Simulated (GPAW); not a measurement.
Runs of GPAW 26.7.0 on MnS. The structure is cubic, space group Fm-3m (No. 225). The conventional cell has a = 5.209 Å, b = 5.209 Å, c = 5.209 Å, α = 90.00°, β = 90.00°, γ = 90.00°. Around Mn (site symmetry m-3m) lie 6 S at 2.60 Å. S (site symmetry m-3m) is surrounded by 6 Mn at 2.60 Å. 

```csv
task,level,potentials or basis,cell,smearing,eigensolver,optimizer,fmax,max steps,convergence,gap on the mesh (eV),pressure (GPa),moment (μB),relaxed volume (Å³/atom)
single point,PBE,"GPAW PAW data sets (gpaw-data 1.2.1), pw",as given,gaussian 0.05 eV,-,-,-,-,-,none,-2.9,4.70,-
single point,PBE,"GPAW PAW data sets (gpaw-data 1.2.1), pw",as given,gaussian 0.03 eV,-,-,-,-,-,none,-2.9,4.70,-
relaxation of cell and atoms,BLYP+D3(BJ),"PAW data sets generated in the run's folder for this functional, pw",relaxed,fermi-dirac 0.05 eV,davidson,LBFGS,0.05 eV/Å,40,density=1e-05 forces=0.0001,none,-0.5,4.11,15.82
single point,PBE,"GPAW PAW data sets (gpaw-data 1.2.1), pw",as given,gaussian 0.029 eV,-,-,-,-,-,none,-2.9,4.70,-
single point,PBEsol,"PAW data sets generated in the run's folder for this functional, pw",as given,gaussian 0.1 eV,-,-,-,-,-,none,-7.2,(b),-
relaxation of cell and atoms,BLYP+D4,"PAW data sets generated in the run's folder for this functional, pw",relaxed,fermi-dirac 0.05 eV,davidson,LBFGS,0.02 eV/Å,60,density=1e-05 forces=0.0001,none,-0.1,3.98,(a)
```

Alike in all rows: spin collinear, ferromagnetic start; k mesh 9 × 9 × 9; cutoff (eV) 600.

**Question.** Estimate the missing entries.

**Answer.** (a) 15.32; (b) 4.66.

Caveats: a cell with one magnetic atom can't hold antiferromagnetic order, which such compounds often take; semilocal functionals often make such compounds metallic where correlation or magnetic order opens a gap, which also shifts bond lengths; each step starts from the last one's moments, so a moment once lost doesn't come back (some runs); later steps reuse the first step's grids (some runs); pairwise dispersion overbinds metals, which lowers pressure and volume (some runs); the volume moved by -10 % from the deposited cell, more than functionals usually miss (some runs); the volume moved by -13 % from the deposited cell, more than functionals usually miss (some runs).

A gap of «none» marks a metal or a gap under the smearing width.
